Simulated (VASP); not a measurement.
Set up this calculation in VASP 6.6.1, as the native input.

```
Task                   : relaxation of cell and atoms
Functional             : PBEsol
Potentials or basis    : VASP PAW PBE potentials, release 64 (In_d, P)
Cutoff                 : 600 eV
k mesh                 : 8 × 8 × 8
Occupations            : gaussian, width 0.03 eV
Spin                   : no spin polarisation
Further INCAR settings : ALGO = Normal; EDIFF = 1e-06; IBRION = 2; EDIFFG = -0.01; NSW = 90; ISIF = 3
```

The structure of InP lies in POSCAR:

```
InP
1.0
    0.0000000000      2.9305000000      2.9305000000
    2.9305000000      0.0000000000      2.9305000000
    2.9305000000      2.9305000000      0.0000000000
In P
1 1
Direct
    0.0000000000      0.0000000000      0.0000000000
    0.2500000000      0.2500000000      0.2500000000
```

The input as run:

INCAR

```
SYSTEM = InP
PREC = Accurate ; ENCUT = 600
EDIFF = 1E-6 ; ISMEAR = 0
SIGMA = 0.03 ; LREAL = .FALSE.
LASPH = .TRUE. ; NELM = 80
ALGO = Normal ; ISIF = 3
LWAVE = .FALSE. ; LCHARG = .FALSE.
GGA = PS ; IBRION = 2
NSW = 90 ; EDIFFG = -0.01
```

KPOINTS

```
regular mesh
0
G
  8 8 8
  0 0 0
```

Potentials or basis: VASP PAW PBE potentials, release 64 (In_d, P).

Launch:

```console
$ cat potpaw_PBE.64/In_d/POTCAR potpaw_PBE.64/P/POTCAR > POTCAR
$ mpirun -np 1 vasp_std > vasp.out
```

It gave:

```yaml
Relaxed_volume: 25.39 Å³/atom
Relaxed_cell: a = 4.157 Å, b = 4.157 Å, c = 4.157 Å, α = 60.00°, β = 60.00°, γ = 60.00°
Space_group_after_relaxing_to_0.05_Å: F-43m (No. 216)
Energy_gained_by_relaxing: 0.4 meV/atom
Ionic_steps: 3
Pressure_after_relaxing: 0.0 GPa
Band_gap_on_the_k_mesh: 0.57 eV, direct
```

Caveat: the PAW data sets were made with another functional, which shifts forces and pressure a little; spin-orbit coupling is left out, which moves the levels of the heavy elements.

It took 34 s on 1 thread of AMD EPYC 9R45 (Zen 5), with other jobs on the host, peak memory 0.19 GiB.
